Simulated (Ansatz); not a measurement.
# CrO₂: experiment and calculation

**The experiment to reproduce.**

“Spin-dependent Transport Properties of CrO2 Micro Rod”, 2014, pmc:6223964 reports, for a powder of CrO2: lattice constant a 4.423 Å; lattice constant c 2.918 Å.

The runs below are set against these values where they give the same quantity.

Level of theory: Ansatz 0.2.0, DFT PBE, scalar-relativistic, plane waves, PAW.

Plane waves to 420 eV, a k mesh through Γ of 8×8×12 on the computed 6-atom cell and Gaussian smearing (0.10 eV); collinear spin from starting moments 1.92 1.92 0 0 0 0 μB.

Relaxed structure, symmetry kept:

```xyz
6
Lattice="4.4443 0.0000 0.0000 0.0000 4.4443 0.0000 0.0000 0.0000 2.9210" Properties=species:S:1:pos:R:3 pbc="T T T"
Cr    0.0000    0.0000    0.0000
Cr    2.2222    2.2222    1.4605
O     1.3493    1.3493    0.0000
O     0.8729    3.5714    1.4605
O     3.0951    3.0951    0.0000
O     3.5714    0.8729    1.4605
```

| Quantity | Value |
| --- | --- |
| Space group | P4_2/mnm (No. 136) |
| Volume per atom | 9.62 Å³ |
| Formation energy from the elements' standard states (uncorrected) | -1.904 eV/atom |
| Kohn–Sham band gap | none (metal) |
| Density of states at the Fermi level | 0.89 states/eV per cell |
| Löwdin character within 0.5 eV of the Fermi level | Cr 3d 60 %, O 2p 37 % |
| Bulk modulus | 228 GPa |
| Its pressure derivative | 5.0 |
| Bader charges (e) | Cr (2 in the cell) 1.98, O (4 in the cell) -0.99 |
| Total moment | 4.00 μB per cell |
| Site moments (μB; atoms counted from 1 over the whole cell) | Cr (atom 1) 1.75, Cr (atom 2) 1.75, O (atom 3) -0.07, O (atom 4) -0.07, O (atom 5) -0.07, O (atom 6) -0.07 |

Only this magnetic start was tried.

A measured lattice constant a of CrO2 is 4.423 Å (powder; the paper above); the calculated 4.444 Å misses it by +0.5 %. A measured lattice constant c of CrO2 is 2.918 Å (powder; the paper above); the calculated 2.921 Å misses it by +0.1 %. The calculation is for 0 K without zero-point motion. The calculated magnetic order may not be the real one, and cell, gap and energy hang on it, so these differences aren't the functional's alone.